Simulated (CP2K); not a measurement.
The system is ZnO (zincite).

```xyz
4
Lattice="3.2493 0.0000 0.0000 -1.6247 2.8140 0.0000 0.0000 0.0000 5.2057" Properties=species:S:1:pos:R:3 pbc="T T T"
Zn    1.6247    0.9380    0.0000
Zn    0.0000    1.8760    2.6029
O     0.0000    1.8760    4.5759
O     1.6247    0.9380    1.9730
```

Base run:

| Property | Result |
| --- | --- |
| Program | CP2K 2026.2 |
| Functional | TPSS |
| Potentials or basis | POTENTIAL_UZH Zn GTH-PBE-q12, O GTH-PBE-q6; TZVP-MOLOPT-PBE-GTH basis |
| Density cutoff | 11565 eV |
| k mesh | 9 × 9 × 5 |
| Occupations | fermi-dirac, width 0.05 eV |
| Spin | no spin polarisation |

Its results: band gap on the k mesh 0.74 eV, direct; pressure 2.7 GPa; largest force 0.077 eV/Å.

Q: The run is repeated on the same cell with these changes: functional from TPSS to PBEsol. What comes out?

A: Band gap on the k mesh 0.61 eV, direct; pressure 0.4 GPa; largest force 0.065 eV/Å.

TPSS gives the wider gap, since meta-GGAs in the generalised Kohn-Sham scheme recover part of the derivative discontinuity.

Caveats: the potentials were made for another functional, which shifts forces and pressure; an odd mesh through Γ misses points on the zone boundary, where band edges often lie; the basis of atomic orbitals isn't converged, which shifts pressures, moduli and gaps.

Not every run made on this cell is shown here.
